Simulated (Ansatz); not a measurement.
Sb under compression and expansion

```
Sb
1.0
     2.15060    1.24165    3.74400
    -2.15060    1.24165    3.74400
     0.00000   -2.48330    3.74400
Sb
2
Direct
  0.23364 0.23364 0.23364
  0.76636 0.76636 0.76636
```

The structure is an experimental refinement, used without relaxation.

No spin–orbit coupling, which matters for the heavy atoms here.

Levels of theory: DFT, PBE, all-electron LAPW, scalar-relativistic (Ansatz 0.2.0); DFT, PBE, PAW with Ansatz's default frozen-core files, scalar-relativistic (Ansatz 0.2.0).

For LAPW: a Γ-centred 9×9×9 k mesh, Fermi–Dirac smearing of 0.05 eV, basis error target 0.5 meV/atom, no spin polarisation. PAW takes a cutoff of 420 eV at this cell. The Ansatz runs share mesh, smearing and spin set-up. Plane-wave (PAW) pressures include the program's estimate of the Pulay term.

The cell above is scaled evenly, with fractional coordinates and shape held.

| V/V(cell) | V (Å³/atom) | P, LAPW (GPa) | P, PAW (GPa) |
| --- | --- | --- | --- |
| 0.9400 | 28.193 | 7.62 | 7.62 |
| 0.9500 | 28.493 | 6.78 | 6.77 |
| 0.9600 | 28.793 | 5.97 | 5.97 |
| 0.9750 | 29.243 | 4.84 | 4.84 |
| 0.9800 | 29.393 | 4.48 | 4.48 |
| 0.9900 | 29.693 | 3.79 | 3.78 |
| 1.0000 | 29.993 | 3.13 | 3.13 |
| 1.0100 | 30.293 | 2.51 | 2.50 |
| 1.0200 | 30.593 | 1.91 | 1.91 |
| 1.0250 | 30.743 | 1.63 | 1.62 |
| 1.0400 | 31.192 | 0.81 | 0.81 |
| 1.0500 | 31.492 | 0.30 | 0.30 |
| 1.0600 | 31.792 | -0.18 | -0.19 |

(1) What do Birch–Murnaghan fits to the pressures give?

Results:

(1) LAPW: V0 = 31.68 Å³/atom, B0 = 51 GPa, B0′ = 4.3; PAW: V0 = 31.67 Å³/atom, B0 = 51 GPa, B0′ = 4.3.
